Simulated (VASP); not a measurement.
BN:

```xyz
2
Lattice="0.0000 1.8130 1.8130 1.8130 0.0000 1.8130 1.8130 1.8130 0.0000" Properties=species:S:1:pos:R:3 pbc="T T T"
N     0.9065    0.9065    0.9065
B     0.0000    0.0000    0.0000
```

The cell is a database's computed one.

Base run:

| Item | Value |
| --- | --- |
| Program | VASP 6.6.1 |
| Functional | revPBE |
| Potentials or basis | VASP PAW PBE potentials, release 64 (N, B) |
| Cutoff | 520 eV |
| k mesh | 13 × 13 × 13 |
| Occupations | fermi-dirac, width 0.05 eV |
| Spin | no spin polarisation |

Its results: band gap on the k mesh 4.54 eV, indirect (least direct gap 8.82 eV); pressure 4.3 GPa.

Task: After a change of settings the same cell gave: band gap on the k mesh 4.53 eV, indirect (least direct gap 9.21 eV); pressure -0.2 GPa. Which change was it?
A. functional from revPBE to MS2; further incar settings from ALGO = Normal; EDIFF = 1e-06 to ALGO = Normal; EDIFF = 1e-06; NBANDS = 11
B. functional from revPBE to r2SCAN; further incar settings from ALGO = Normal; EDIFF = 1e-06 to ALGO = Normal; EDIFF = 1e-06; NBANDS = 11
C. functional from revPBE to revTPSS
D. functional from revPBE to TPSS

Result: D.

Caveats: the PAW data sets were made with another functional, which shifts forces and pressure a little.

Runs at the PBE level aren't shown here.
